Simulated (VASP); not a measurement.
# InP (F-43m) in VASP: further runs

The runs below take InP through single point, with PBE, LDA.

Everything below comes from runs of VASP 6.6.1. Logs are shortened: lines on timing, memory, paths and dates and some standing lists are left out, and cuts for length are marked.

**What was measured.**

From a printed reference work, data compilation, for a bulk crystal of InP at 1.6 K: band gap 1.4236 eV (direct).

The runs below are set against these values where they give the same quantity.

### Step 1. The cell of the first run

Symmetry: F-43m, No. 216, cubic system. The conventional cell has a = 5.861 Å, b = 5.861 Å, c = 5.861 Å, α = 90.00°, β = 90.00°, γ = 90.00°. Within 3.3 Å of In (site symmetry -43m) lie 4 P at 2.54 Å. Within 3.3 Å of P (site symmetry -43m) lie 4 In at 2.54 Å.

### Step 2. Single point, PBE

Contents of INCAR:

```
SYSTEM = InP
  PREC = Accurate
  ENCUT = 520
  EDIFF = 1E-6
  ISMEAR = 0
  SIGMA = 0.05
  LREAL = .False.
  LASPH = .True.
  NELM = 80
  ALGO = Normal
  ISIF = 2
  LWAVE = .False.
  LCHARG = .False.
  GGA = PE
  NBANDS = 16
```

Contents of KPOINTS:

```
regular mesh
0
Gamma
  4 4 4
  0 0 0
```

Contents of POSCAR:

```
InP
1.0
    0.0000000000      2.9305005221      2.9305005221
    2.9305005221      0.0000000000      2.9305005221
    2.9305005221      2.9305005221      0.0000000000
In P
1 1
Direct
    0.0000000000      0.0000000000      0.0000000000
    0.7500000000      0.7500000000      0.7500000000
```

Potentials or basis: VASP PAW PBE potentials, release 64 (In_d, P).

Started as:

```console
$ cat potpaw_PBE.64/In_d/POTCAR potpaw_PBE.64/P/POTCAR > POTCAR
$ mpirun -np 1 vasp_std > vasp.out
```

OUTCAR:

```text
SYSTEM = InP
   PREC = Accurate
   ENCUT = 520
   EDIFF = 1E-6
   ISMEAR = 0
   LREAL = .False.
   LASPH = .True.
   NELM = 80
   ISIF = 2
   GGA = PE

 ion  position               nearest neighbor table
   1  0.000  0.000  0.000-   2 2.54   2 2.54   2 2.54   2 2.54
   2  0.750  0.750  0.750-   1 2.54   1 2.54   1 2.54   1 2.54

  LATTYP: Found a face centered cubic cell.
 ALAT       =     5.8610010442

  Lattice vectors:

 A1 = (   0.0000000000,   2.9305005221,   2.9305005221)
 A2 = (   2.9305005221,   0.0000000000,   2.9305005221)
 A3 = (   2.9305005221,   2.9305005221,   0.0000000000)

Analysis of symmetry for initial positions (statically):
=====================================================================
 Subroutine PRICEL returns:
 Original cell was already a primitive cell.

 Routine SETGRP: Setting up the symmetry group for a
 face centered cubic supercell.

 Subroutine GETGRP returns: Found 24 space group operations
 (whereof 24 operations were pure point group operations)
 out of a pool of 48 trial point group operations.

The static configuration has the point symmetry T_d .

Analysis of symmetry for dynamics (positions and initial velocities):
=====================================================================
 Subroutine PRICEL returns:
 Original cell was already a primitive cell.

 Routine SETGRP: Setting up the symmetry group for a
 face centered cubic supercell.

 Subroutine GETGRP returns: Found 24 space group operations
 (whereof 24 operations were pure point group operations)
 out of a pool of 48 trial point group operations.

The dynamic configuration has the point symmetry T_d .

 Subroutine INISYM returns: Found 24 space group operations
 (whereof 24 operations are pure point group operations),
 and found     1 'primitive' translations

----------------------------------------------------------------------------------------

                                     Primitive cell

  volume of cell :      50.3333

  direct lattice vectors                    reciprocal lattice vectors
     0.000000000  2.930500522  2.930500522    -0.170619318  0.170619318  0.170619318
     2.930500522  0.000000000  2.930500522     0.170619318 -0.170619318  0.170619318
     2.930500522  2.930500522  0.000000000     0.170619318  0.170619318 -0.170619318

  length of vectors
     4.144353583  4.144353583  4.144353583     0.295521327  0.295521327  0.295521327

  position of ions in fractional coordinates (direct lattice)
     0.000000000  0.000000000  0.000000000
     0.750000000  0.750000000  0.750000000

  ion indices of the primitive-cell ions
   primitive index   ion index
                 1           1
                 2           2

----------------------------------------------------------------------------------------

 KPOINTS: regular mesh

Automatic generation of k-mesh.
 Grid dimensions read from file:
 generate k-points for:    4    4    4

 Generating k-lattice:

  Cartesian coordinates                     Fractional coordinates (reciprocal lattice)
    -0.042654829  0.042654829  0.042654829     0.250000000  0.000000000  0.000000000
     0.042654829 -0.042654829  0.042654829     0.000000000  0.250000000  0.000000000
     0.042654829  0.042654829 -0.042654829     0.000000000  0.000000000  0.250000000

  Length of vectors
     0.073880332  0.073880332  0.073880332

  Shift w.r.t. Gamma in fractional coordinates (k-lattice)
     0.000000000  0.000000000  0.000000000

 Subroutine IBZKPT returns following result:
 ===========================================

 Found      8 irreducible k-points:

 Following reciprocal coordinates:
            Coordinates               Weight
  0.000000  0.000000  0.000000      1.000000
  0.250000  0.000000  0.000000      8.000000
  0.500000  0.000000  0.000000      4.000000
  0.250000  0.250000  0.000000      6.000000
  0.500000  0.250000  0.000000     24.000000
 -0.250000  0.250000  0.000000     12.000000
  0.500000  0.500000  0.000000      3.000000
 -0.250000  0.500000  0.250000      6.000000
   k-points           NKPTS =      8   k-points in BZ     NKDIM =      8   number of bands    NBANDS=     16
   number of dos      NEDOS =    301   number of ions     NIONS =      2
   total plane-waves  NPLWV =  32768
   dimension x,y,z NGX =    32 NGY =   32 NGZ =   32
   dimension x,y,z NGXF=    64 NGYF=   64 NGZF=   64
   ions per type =               1   1
   NGX,Y,Z   is equivalent  to a cutoff of  12.84, 12.84, 12.84 a.u.
   NGXF,Y,Z  is equivalent  to a cutoff of  25.67, 25.67, 25.67 a.u.
 SYSTEM =  InP
   PREC   = accura    normal or accurate (medium, high low for compatibility)
   ISTART =      0    job   : 0-new  1-cont  2-samecut
   ICHARG =      2    charge: 1-file 2-atom 10-const
   ISPIN  =      1    spin polarized calculation?
   LNONCOLLINEAR =      F non collinear calculations
   LSORBIT =      F    spin-orbit coupling
   LASPH  =      T    aspherical Exc in radial PAW
   ENCUT  =  520.0 eV  38.22 Ry    6.18 a.u.   7.71  7.71  7.71*2*pi/ulx,y,z
   NELM   =     80;   NELMIN=  2; NELMDL= -5     # of ELM steps
   EDIFF  = 0.1E-05   stopping-criterion for ELM
   LREAL  =      F    real-space projection
   EDIFFG = 0.1E-04   stopping-criterion for IOM
   NSW    =      0    number of steps for IOM
   IBRION =     -1    ionic relax: 0-MD 1-quasi-New 2-CG
   NFREE  =      0    steps in history (QN), initial steepest desc. (CG)
   ISIF   =      2    stress and relaxation
   ISYM   =      2    0-nonsym 1-usesym 2-fastsym
   POTIM  = 0.5000    time-step for ionic-motion
   TEBEG  =    0.0;   TEEND  =   0.0 temperature during run
   PSTRESS=    0.0 pullay stress
   NELECT =      18.0000    total number of electrons
   NUPDOWN=      -1.0000    fix difference up-down
   EMIN   =  10.00;   EMAX   =-10.00  energy-range for DOS
   EFERMI =   0.00;   METHOD = LEGACY
   ISMEAR =     0;   SIGMA  =   0.05  broadening in eV -4-tet -1-fermi 0-gaus
   EFERMI_NEDOS =   21; number of points for ismear=-14 and -15
   IALGO  =     38    algorithm
   IMIX   =      4    mixing-type and parameters
     AMIX     =   0.40;   BMIX     =  1.00
     AMIX_MAG =   1.60;   BMIX_MAG =  1.00
  volume/ion in A,a.u.               =      25.17       169.83
  Fermi-wavevector in a.u.,A,eV,Ry     =   1.162021  2.195901 18.371839  1.350292
  Thomas-Fermi vector in A             =   2.298586
   LORBIT       =      0    0 simple, 1 ext, 2 COOP (PROOUT), +10 PAW based schemes
   GGA     = PE    functional components
   LHFCALC =     F    Hartree Fock is set to
   AEXX    =    0.0000 exact exchange contribution
   IVDW    =     0    specifies the selected vdW correction
   LEPSILON=     F    determine dielectric tensor
   LRPA    =     F    only Hartree local field effects (RPA)
 non-spin polarized calculation
 Gauss-broadening in eV      SIGMA  =   0.05
  energy-cutoff  :      520.00
  volume of cell :       50.33
 maximum number of plane-waves:      1380
 NGX is ok and might be reduce to    32
   NGX = 15   NGY = 15   NGZ = 15

 number of electron      18.0000005 magnetization

 Free energy of the ion-electron system (eV)
  ---------------------------------------------------
  ext. energy  EPLUGINS =         0.00000000
  ---------------------------------------------------
  free energy    TOTEN  =        -8.27209571 eV

  energy without entropy =       -8.27209571  energy(sigma->0) =       -8.27209571

 E-fermi :   5.4485     XC(G=0):  -9.2629

 val. band max:        5.2338072847   @ k =   0.0000   0.0000   0.0000
 cond. band min:       5.9323879390   @ k =   0.0000   0.0000   0.0000
 fundamental gap:      0.6985806542
 Fermi energy:         5.4485081543

 k-point     1 :       0.0000    0.0000    0.0000
  band No.  band energies     occupation
      1      -9.0000      2.00000
      2      -9.0000      2.00000
      3      -9.0000      2.00000
      4      -8.8501      2.00000
      5      -8.8501      2.00000
      6      -6.2889      2.00000
      7       5.2338      2.00000
      8       5.2338      2.00000
      9       5.2338      2.00000
     10       5.9324      0.00000
     11       9.2944      0.00000
     12       9.2944      0.00000
     13       9.2944      0.00000
     14      13.7990      0.00000
     15      14.6590      0.00000
     16      14.6590      0.00000

 k-point     2 :       0.2500    0.0000    0.0000
  band No.  band energies     occupation
      1      -9.0607      2.00000
      2      -8.9768      2.00000
      3      -8.9768      2.00000
      4      -8.8474      2.00000
      5      -8.8474      2.00000
      6      -5.6116      2.00000
      7       1.7806      2.00000
      8       4.6729      2.00000
      9       4.6729      2.00000
     10       7.0106      0.00000
     11       9.9978      0.00000
     12       9.9978      0.00000
     13      10.5460      0.00000
     14      13.7977      0.00000
     15      13.7977      0.00000
     16      14.3527      0.00000

 k-point     3 :       0.5000    0.0000    0.0000
  band No.  band energies     occupation
      1      -9.1163      2.00000
      2      -8.9615      2.00000
      3      -8.9615      2.00000
      4      -8.8364      2.00000
      5      -8.8364      2.00000
      6      -4.5603      2.00000
      7      -0.5169      2.00000
      8       4.2568      2.00000
      9       4.2568      2.00000
     10       6.7139      0.00000
     11      10.0161      0.00000
     12      10.0161      0.00000
     13      12.3231      0.00000
     14      14.7078      0.00000
     15      15.8574      0.00000
     16      15.8574      0.00000

 k-point     4 :       0.2500    0.2500    0.0000
  band No.  band energies     occupation
      1      -9.1004      2.00000
      2      -8.9491      2.00000
      3      -8.9491      2.00000
      4      -8.8733      2.00000
      5      -8.8326      2.00000
      6      -5.3888      2.00000
      7       1.8887      2.00000
      8       3.8159      2.00000
      9       3.8159      2.00000
     10       7.6925      0.00000
     11       8.3523      0.00000
     12      11.5969      0.00000
     13      11.5969      0.00000
     14      12.1552      0.00000
     15      15.1942      0.00000
     16      17.3327      0.00000

 k-point     5 :       0.5000    0.2500    0.0000
  band No.  band energies     occupation
      1      -9.1394      2.00000
      2      -8.9385      2.00000
      3      -8.9260      2.00000
      4      -8.8700      2.00000
      5      -8.8288      2.00000
      6      -4.3002      2.00000
      7      -0.1070      2.00000
      8       2.5072      2.00000
      9       3.4852      2.00000
     10       7.7674      0.00000
     11       9.5999      0.00000
     12      11.4141      0.00000
     13      11.8824      0.00000
     14      14.6851      0.00000
     15      15.9857      0.00000
     16      17.2021      0.00000

 k-point     6 :      -0.2500    0.2500    0.0000
  band No.  band energies     occupation
      1      -9.1108      2.00000
      2      -8.9545      2.00000
      3      -8.9467      2.00000
      4      -8.8513      2.00000
      5      -8.8449      2.00000
      6      -4.6915      2.00000
      7       0.4521      2.00000
      8       2.3957      2.00000
      9       4.2018      2.00000
     10       8.2209      0.00000
     11      10.2749      0.00000
     12      10.8137      0.00000
     13      10.8490      0.00000
     14      13.3137      0.00000
     15      15.6117      0.00000
     16      17.0636      0.00000

 k-point     7 :       0.5000    0.5000    0.0000
  band No.  band energies     occupation
      1      -9.1822      2.00000
      2      -8.9012      2.00000
      3      -8.8958      2.00000
      4      -8.8958      2.00000
      5      -8.8150      2.00000
      6      -3.9017      2.00000
      7      -0.5406      2.00000
      8       2.9026      2.00000
      9       2.9026      2.00000
     10       6.9691      0.00000
     11       7.4815      0.00000
     12      14.4503      0.00000
     13      14.8111      0.00000
     14      14.8111      0.00000
     15      15.9788      0.00000
     16      17.0389      0.00000

 k-point     8 :      -0.2500    0.5000    0.2500
  band No.  band energies     occupation
      1      -9.1485      2.00000
      2      -8.9404      2.00000
      3      -8.9045      2.00000
      4      -8.8702      2.00000
      5      -8.8350      2.00000
      6      -3.8224      2.00000
      7      -0.3903      2.00000
      8       2.2700      2.00000
      9       2.3077      2.00000
     10       9.5089      0.00000
     11       9.6006      0.00000
     12      10.7768      0.00000
     13      11.4318      0.00000
     14      15.4100      0.00000
     15      16.5237      0.00000
     16      17.2575      0.00000

------------------------ aborting loop because EDIFF is reached ----------------------------------------

  FORCE on cell =-STRESS in cart. coord.  units (eV):
  Direction    XX          YY          ZZ          XY          YZ          ZX
  --------------------------------------------------------------------------------------
  -------------------------------------------------------------------------------------
  Total        1.0917372      1.0917372      1.0917372      0.0000000      0.0000000     -0.0000000
  in kB       34.7514772     34.7514772     34.7514772      0.0000000      0.0000000     -0.0000000
  external PRESSURE =      34.7514772 kB  Pullay stress =       0.0000000 kB

 VOLUME and BASIS-vectors are now :
 -----------------------------------------------------------------------------
  energy-cutoff  :      520.00
  volume of cell :       50.33
      direct lattice vectors                 reciprocal lattice vectors
     0.000000000  2.930500522  2.930500522    -0.170619318  0.170619318  0.170619318
     2.930500522  0.000000000  2.930500522     0.170619318 -0.170619318  0.170619318
     2.930500522  2.930500522  0.000000000     0.170619318  0.170619318 -0.170619318

 POSITION                                       TOTAL-FORCE (eV/Angst)
 -----------------------------------------------------------------------------------
      0.00000      0.00000      0.00000        -0.000000     -0.000000     -0.000000
      4.39575      4.39575      4.39575         0.000000      0.000000      0.000000
 -----------------------------------------------------------------------------------
    total drift:                                0.000000      0.000000      0.000000

  FREE ENERGIE OF THE ION-ELECTRON SYSTEM (eV)
  ---------------------------------------------------
  free  energy   TOTEN  =        -8.2720957097 eV

  energy  without entropy=       -8.2720957097  energy(sigma->0) =       -8.27209571
```

Run time: 4.5 s. Hardware: 1 thread of Intel Xeon 6975P-C (Granite Rapids), shared host; peak memory 0.17 GiB.

What came out:

```yaml
Free_energy: -8.2721 eV
Pressure: 3.5 GPa
Band_gap_on_the_k_mesh: 0.70 eV, direct
```

Levels at points of the mesh, in eV from the valence-band top:
```
           k point  band 6  band 7  band 8  band 9  band 10  band 11  band 12  band 13
(0.00, 0.00, 0.00)  -11.52    0.00    0.00    0.00     0.70     4.06     4.06     4.06
(0.50, 0.00, 0.00)   -9.79   -5.75   -0.98   -0.98     1.48     4.78     4.78     7.09
(0.50, 0.50, 0.00)   -9.14   -5.77   -2.33   -2.33     1.74     2.25     9.22     9.58
```

Caveat: the k points lie up to 0.46 Å⁻¹ apart; spin-orbit coupling is left out, which moves the levels of the heavy elements.

(Part 1 of 2 ends here.)
